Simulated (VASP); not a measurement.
A run of VASP 6.6.1 is set up as follows.

File POSCAR:

```
Cu
1.0
   -0.0000000000      1.8172923794      1.8172923794
    1.8172923794     -0.0000000000      1.8172923794
    1.8172923794      1.8172923794      0.0000000000
  Cu
     1
Direct
     0.0000000000000000    0.0000000000000000    0.0000000000000000
```

Contents of INCAR.step1:

```
SYSTEM = Cu
PREC = Accurate
ENCUT = 600
EDIFF = 1E-8
ISMEAR = 1
SIGMA = 0.2
LREAL = .False.
LASPH = .True.
NELM = 60
ALGO = Normal
ISIF = 3
LWAVE = .False.
LCHARG = .False.
GGA = PE
KPAR = 8
IBRION = 2
NSW = 40
EDIFFG = -0.002
```

Contents of INCAR.step2:

```
SYSTEM = Cu
PREC = Accurate
ENCUT = 600
EDIFF = 1E-8
ISMEAR = 1
SIGMA = 0.2
LREAL = .False.
LASPH = .True.
NELM = 60
ALGO = Normal
ISIF = 3
LWAVE = .False.
LCHARG = .False.
GGA = PE
KPAR = 8
IBRION = 6
NFREE = 2
POTIM = 0.015
NSW = 1
```

KPOINTS

```
regular mesh
0
Gamma
  20 20 20
  0 0 0
```

Potentials or basis: VASP PAW PBE potentials, release 64 (Cu).

Launch:

```bash
$ cat potpaw_PBE.64/Cu/POTCAR > POTCAR
$ cp INCAR.step1 INCAR
$ mpirun -np 8 vasp_std > vasp.out
$ cp CONTCAR POSCAR
$ cp INCAR.step2 INCAR
$ mpirun -np 8 vasp_std > vasp.out
```

(1) Predict the elastic constants C11, C12, C44.

(2) Estimate the Voigt bulk modulus.

(3) Estimate the relaxed cell.

(4) Predict the relaxed volume.

Answers

(1) 175, 118, 80 GPa.

(2) 137 GPa.

(3) a = 2.571 Å, b = 2.571 Å, c = 2.571 Å, α = 60.00°, β = 60.00°, γ = 60.00°.

(4) 12.01 Å³/atom.
